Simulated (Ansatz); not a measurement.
Which way does BeS + SnSe ⇌ BeSe + SnS run?

Plane-wave DFT in Ansatz with scalar-relativistic PAW potentials, cutoff 420 eV, Γ-centred meshes chosen by cell and gap, Gaussian smearing with energies taken to zero width. Every cell was relaxed (cell and atoms) in a run of its own, within the symmetry of its start. Functional: PBEsol.

Total energies hold large constants for each element; a whole number of eV per atom of each element is taken off below, which cancels in a balanced reaction.

| compound | lowest structure computed | structures tried | V (Å³/atom) | gap on mesh (eV) | E (eV per formula unit, common shift removed) |
| --- | --- | --- | --- | --- | --- |
| BeS | F-43m | 3 | 14.15 | 2.91 | -2.4439 |
| SnSe | Pnma | 4 | 25.87 | 0.49 | -0.8639 |
| BeSe | F-43m | 2 | 16.86 | 2.47 | -2.1622 |
| SnS | Pnma | 6 | 23.39 | 0.74 | -0.6460 |

Work out the reaction energy at 0 K.

ΔE = E(BeSe) + E(SnS) − E(BeS) − E(SnSe) = 0.500 eV, or 48 kJ per mole of reaction (125 meV/atom). The left side is lower: Be takes S and Sn takes Se. All four are computed as solids; where they are solids at ordinary conditions entropy changes little. A lower structure that wasn't tried would shift the value, and mixed crystals may lie lower than either side.